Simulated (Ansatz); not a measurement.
**Nb: equation of state with LDA+U**

Crystal: Nb.

```
Nb
1.0
     0.00000    2.05703    2.05703
     2.05703    0.00000    2.05703
     2.05703    2.05703    0.00000
Nb
1
Direct
  0.00000 0.00000 0.00000
```

This isn't the form of Nb at room conditions, which is bcc.

The cell isn't the ideal one: volume scaled by 0.92.

| Property | Result |
| --- | --- |
| Program | Ansatz 0.2.0 |
| Task | equation of state |
| Functional | LDA |
| Potentials or basis | SSSP precision PAW |
| Cutoff | 544 eV |
| Density cutoff | 5442 eV |
| k mesh | 11 × 11 × 11 |
| Occupations | fermi-dirac, width 0.05 eV |
| Spin | no spin polarisation |
| Hubbard terms | Nb d U = 2 eV |
| Hubbard projectors | ortho-atomic (the default) |
| Double counting | fll (the default) |

* Equilibrium volume: 17.83 Å³/atom
* Bulk modulus: 181 GPa
* Pressure derivative of the bulk modulus: 3.6

Energy against volume, from the lowest point:
```tsv
volume (Å³/atom)	energy (meV/atom)
16.364	77.50
16.712	43.55
17.060	19.86
17.408	5.70
17.756	0.00
18.104	2.24
18.452	11.60
```

All runs of the series together: 9.3 s on 1 thread of Arm Neoverse V2 (shared host).

Caveat: the U is typed as a test and isn't derived for this compound.
